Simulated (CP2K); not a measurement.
Runs of CP2K 2026.2 on CsBr. It takes space group Pm-3m (No. 221, cubic). The conventional cell has a = 4.326 Å, b = 4.326 Å, c = 4.326 Å, α = 90.00°, β = 90.00°, γ = 90.00°. Cs (site symmetry m-3m) has 8 Br at 3.75 Å as nearest neighbours. Br (site symmetry m-3m) has 8 Cs at 3.75 Å as nearest neighbours. The cell comes from a database or a generator and needn't be the stable form of this composition.

```tsv
potentials or basis	gap on the mesh (eV)	pressure (GPa)
GTH_POTENTIALS Cs GTH-PBE-q9, Br GTH-PBE-q7; DZVP-MOLOPT-SR-GTH basis	4.47	0.7
GTH_POTENTIALS Cs GTH-BLYP-q9, Br GTH-BLYP-q7; DZVP-MOLOPT-SR-GTH basis	(b)	0.7
POTENTIAL_UZH Cs GTH-SCAN-q9, Br GTH-SCAN-q7; DZVP-MOLOPT-SR-GTH basis	4.56	0.7
GTH_POTENTIALS Cs GTH-PADE-q9, Br GTH-PADE-q7; DZVP-MOLOPT-SR-GTH basis	4.53	(a)
POTENTIAL_UZH Cs GTH-PBE0-q9, Br GTH-PBE0-q7; DZVP-MOLOPT-SR-GTH basis	4.50	0.6
```

Alike in all rows: task band structure; level PBE; no spin polarisation; cell as given; k mesh 6 × 6 × 6; smearing fermi-dirac 0.05 eV.

Fill in the values left out.

(a) 0.4; (b) 4.44.

Caveats: spin-orbit coupling is left out, which moves the levels of the heavy elements; the basis of atomic orbitals isn't converged, which shifts pressures, moduli and gaps; the potentials were made for another functional, which shifts forces and pressure (some runs).

A k mesh can miss the band edges, and the runs leave out spin-orbit coupling on Br, Cs.
